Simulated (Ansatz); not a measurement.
Ta: pressure against volume

Ta, Fm-3m, a = 4.208 Å. This isn't the element's structure at ambient conditions. Ansatz: r2SCAN, PAW, 500 eV, Γ-centred 18×18×18 mesh on 1 atom, Gaussian smearing 0.10 eV; no spin polarisation. Symmetry fixes shape and atoms, so the cell is only scaled; pressure is positive in compression.

```tsv
V (Å³/atom)	P (GPa)
16.391	31.59
16.950	22.01
17.509	13.70
18.067	6.39
18.626	0.00
19.185	?
19.744	-10.42
20.489	-15.91
```

Question: Take V0 = 18.626 Å³/atom, fit the third-order Birch–Murnaghan form to the other rows, and predict the missing pressure.

Answer: With the Eulerian strain f = ½[(V0/V)^(2/3) − 1] and y = P/[3f(1 + 2f)^(5/2)], the form is the line y = B0 + 1.5 B0 (B0′ − 4) f. Rows (f, y): 0.04448, 191.3; 0.03244, 193.3; 0.02105, 195.7; 0.01026, 197.3; -0.01906, 200.8; -0.03079, 201.9. Means f = 0.009730, y = 196.72; Σ(Δf)² = 0.004322, ΣΔfΔy = -0.6046; the slope is their ratio. y = 198.1 − 139.9 f GPa, so B0 = 198.1 GPa and B0′ = 4 + 2 × (-139.9)/(3 × 198.1) = 3.53. At V = 19.185, f = -0.00976, y = 199.47 and P = -5.56 GPa. The run gave -5.58 GPa, so the fit is 0.02 GPa too high, within the rms miss on the fitted rows (0.05 GPa).

Spin–orbit coupling is left out, which can shift energies with elements as heavy as these.